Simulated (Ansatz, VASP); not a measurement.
**Se: VASP and Ansatz over several settings**

```
CELL_PARAMETERS angstrom
4.42366 0.00000 0.00000
-2.21183 3.83100 0.00000
0.00000 0.00000 5.01879
ATOMIC_POSITIONS crystal
Se 0.77460 0.77460 0.00000
Se 0.00000 0.22540 0.66667
Se 0.22540 0.00000 0.33333
```

Change from the starting cell: volume scaled by 1.04.

Single points on this cell with VASP 6.6.1 and Ansatz 0.2.0. Each row is one pair of runs. Alike in all rows: spin: off; k mesh: 7 × 7 × 6; smearing: fermi-dirac, width 0.05 eV; VASP's potentials, cutoff: VASP PAW PBE potentials, release 64 (Se), 520 eV.

| level | Ansatz's potentials, cutoff | gap on the k mesh at the Fermi level (eV), VASP | gap on the k mesh at the Fermi level (eV), Ansatz | least direct gap on the mesh (eV), VASP | least direct gap on the mesh (eV), Ansatz | pressure (GPa), VASP | pressure (GPa), Ansatz |
| --- | --- | --- | --- | --- | --- | --- | --- |
| PBE | Ansatz PAW, 420 eV | 1.18 | 1.19 | 1.42 | 1.43 | 0.7 | 0.6 |
| PBE | Ansatz PAW large core, 420 eV | 1.18 | 1.18 | 1.42 | 1.42 | 0.7 | 0.5 |
| PBE | SPMS NC, 816 eV | 1.18 | 1.17 | 1.42 | 1.41 | 0.7 | 0.6 |
| PBE | Ansatz PAW earlier set, 580 eV | 1.18 | 1.19 | 1.42 | 1.44 | 0.7 | 0.5 |
| PBE | PseudoDojo standard (PBE files), 1170 eV | 1.18 | 1.17 | 1.42 | 1.42 | 0.7 | 0.6 |
| PBEsol | Ansatz PAW, 420 eV | 1.13 | 1.14 | 1.38 | 1.39 | -1.7 | -1.9 |

Gap on the k mesh at the fermi level (eV): the two programs differ by at most 0.017; least direct gap on the mesh (eV): the two programs differ by at most 0.018; pressure (GPa): the two programs differ by at most 0.15.

Caveats: an odd mesh through Γ misses points on the zone boundary, where band edges often lie (VASP); the PAW data sets were made with another functional, which shifts forces and pressure a little (VASP); odd divisions of the mesh miss points on the zone boundary, where band edges often lie, so the gap on the mesh can be too wide (Ansatz); this set keeps more shells in the core, which shifts pressures and gaps (Ansatz); the PAW data sets come from PBE, with cores solved anew for the run's functional, which leaves a small shift of forces and pressure (Ansatz).
